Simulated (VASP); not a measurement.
Lu, 1 atom in the cell. The structure is cubic, space group Im-3m (No. 229). The conventional cell has a = 3.908 Å, b = 3.908 Å, c = 3.908 Å, α = 90.00°, β = 90.00°, γ = 90.00°. Around Lu (site symmetry m-3m) lie 8 Lu at 3.38 Å. This isn't the form of Lu at room conditions, which is hcp.

| Property | Result |
| --- | --- |
| Program | VASP 6.6.1 |
| Task | relaxation of cell and atoms |
| Functional | PBEsol |
| Potentials or basis | VASP PAW PBE potentials, release 64 (Lu) |
| Cutoff | 600 eV |
| k mesh | 10 × 10 × 10 |
| Occupations | fermi-dirac, width 0.05 eV |
| Spin | no spin polarisation |
| Target pressure | 2 GPa |
| Further INCAR settings | ALGO = Normal; EDIFF = 1e-06; IBRION = 2; EDIFFG = -0.01; NSW = 60; ISIF = 3 |
| Target pressure | 2 GPa |

Potentials or basis: VASP PAW PBE potentials, release 64 (Lu).

The run is started by

```console
$ cat potpaw_PBE.64/Lu/POTCAR > POTCAR
$ mpirun -np 1 vasp_std > vasp.out
```

Hardware: 1 thread of Intel(R) Xeon(R) Platinum 8559C (Emerald Rapids), with other jobs on the host.

Task: Estimate the wall time of this run.

Result: It took 84 s on 1 thread of Intel(R) Xeon(R) Platinum 8559C (Emerald Rapids) (shared host), peak memory 0.19 GiB. Counts: scf iterations 53, k points 47, ion steps 7.
